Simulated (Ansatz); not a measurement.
Ta₂C: pressure against volume

Ta₂C, P-3m1, a = 3.095 Å, c = 4.921 Å. The structure is a COD entry; whether it is the stable form wasn't checked. Ansatz: PBEsol, PAW, 420 eV, Γ-centred 18×18×8 mesh on 3 atoms, Gaussian smearing 0.10 eV; no spin polarisation. Shape and atoms are relaxed at each volume; pressure is positive in compression.

```
V (Å³/atom) P (GPa)
     12.794    19.15
     13.202     8.81
     13.611    -0.01
     14.019        ?
     14.427   -13.92
```

Problem. Take V0 = 13.611 Å³/atom, count pressures from its P0 = -0.01 GPa, fit the third-order Birch–Murnaghan form to the other rows, and predict the missing pressure.

Solution. With the Eulerian strain f = ½[(V0/V)^(2/3) − 1] and y = (P − P0)/[3f(1 + 2f)^(5/2)], the form is the line y = B0 + 1.5 B0 (B0′ − 4) f. Rows (f, y): 0.02107, 273.4; 0.01027, 272.1; -0.01904, 268.3. Means f = 0.004100, y = 271.27; Σ(Δf)² = 0.0008615, ΣΔfΔy = 0.1100; the slope is their ratio. y = 270.7 + 127.7 f GPa, so B0 = 270.7 GPa and B0′ = 4 + 2 × (127.7)/(3 × 270.7) = 4.31. At V = 14.019, f = -0.00975, y = 269.45 and P = -7.51 GPa. The run gave -7.53 GPa, so the fit is 0.02 GPa too high, a small miss on the scale of the series.

Spin–orbit coupling is left out, which can shift energies with elements as heavy as these.